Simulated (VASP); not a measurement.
# BeTe: an input that fails (self-consistent run)

BeTe, F-43m (no. 216), 2 atoms in the cell.

INCAR:
```
PREC     = Normal         # precision mode
ENCUT    = 250            # plane-wave cutoff, eV
EDIFF    = 1E-5           # SCF threshold, eV
ISMEAR   = 0              # smearing method
SIGMA    = 0.05           # smearing width, eV
LREAL    = False          # projectors in reciprocal space
LASPH    = True           # aspherical terms in the spheres
NELM     = 40             # most SCF steps
ALGO     = Normal         # electronic algorithm
ISIF     = 2              # what is computed and relaxed
LWAVE    = False          # write WAVECAR
LCHARG   = False          # write CHGCAR
IVDW     = 15             # dispersion correction
```

KPOINTS:
```
k-points
0
Gamma
  4 4 4
```

POSCAR:
```
BeTe
1.0
    0.0000000000      2.7700000000      2.7700000000
    2.7700000000      0.0000000000      2.7700000000
    2.7700000000      2.7700000000      0.0000000000
Te Be
1 1
Direct
    0.7500000000      0.7500000000      0.7500000000
    0.0000000000      0.0000000000      0.0000000000
```

Commands:
```
cat potpaw_PBE.64/Te/POTCAR potpaw_PBE.64/Be/POTCAR > POTCAR
mpirun -np 1 vasp_std > vasp.out
```

VASP stops with:
```
The code was not compiled with simple-DFTD3 support. Please recompile the code adding -DSDFTD3 to the CPP_OPTIONS and add the necessary include and link parameters. ---->  I REFUSE TO CONTINUE WITH THIS SICK JOB ... BYE!!! <----
```

Cause: an option that this build lacks.
